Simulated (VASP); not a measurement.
**Zr: relaxation of shape and atoms at fixed volume with LDA**

Zr:

```
Zr
1.0
     4.88696    0.00000    0.00000
    -2.44348    4.23223    0.00000
     0.00000    0.00000    3.06790
Zr
3
Cartesian
  2.4435 1.4107 1.5340
  0.0000 2.8215 1.5340
  0.0000 0.0000 3.0679
```

The cell was built by a generator and needn't be a form met in nature.

The cell isn't the ideal one: a relaxed cell with its volume scaled by 0.98.

```
Program                : VASP 6.6.1
Task                   : relaxation of shape and atoms at fixed volume
Functional             : LDA
Potentials or basis    : VASP PAW LDA potentials, release 64 (Zr_sv)
Cutoff                 : 600 eV
k mesh                 : 9 × 9 × 12
Occupations            : methfessel-paxton, width 0.1 eV
Spin                   : no spin polarisation
Further INCAR settings : ALGO = Fast; EDIFF = 1e-07; IBRION = 2; EDIFFG = -0.01; NSW = 40; ISIF = 4
```

| Property | Result |
| --- | --- |
| Pressure after relaxing | 2.3 GPa |
| Band gap on the k mesh | none (metal or under the smearing width) |

Final structure:
```
CELL_PARAMETERS angstrom
4.88696 0.00000 0.00000
-2.44348 4.23223 0.00000
0.00000 0.00000 3.06790
ATOMIC_POSITIONS crystal
Zr 0.66667 0.33333 0.50000
Zr 0.33333 0.66667 0.50000
Zr 0.00000 0.00000 0.00000
```

Levels at points of the mesh, in eV from the Fermi level:
```csv
k point,band 15,band 16,band 17,band 18,band 19,band 20,band 21,band 22
"(0.00, 0.00, 0.00)",-0.44,-0.44,-0.37,-0.37,-0.17,0.87,1.71,1.72
"(0.00, 0.00, 0.50)",-2.09,-2.09,-2.06,-1.24,1.28,1.28,1.82,1.82
```

It took 2.5 min on 1 thread of AMD EPYC 9R45 96-Core Processor (Zen 5), on a shared host, peak memory 0.22 GiB.

Caveat: the relaxation stopped at its first step, so nothing moved.
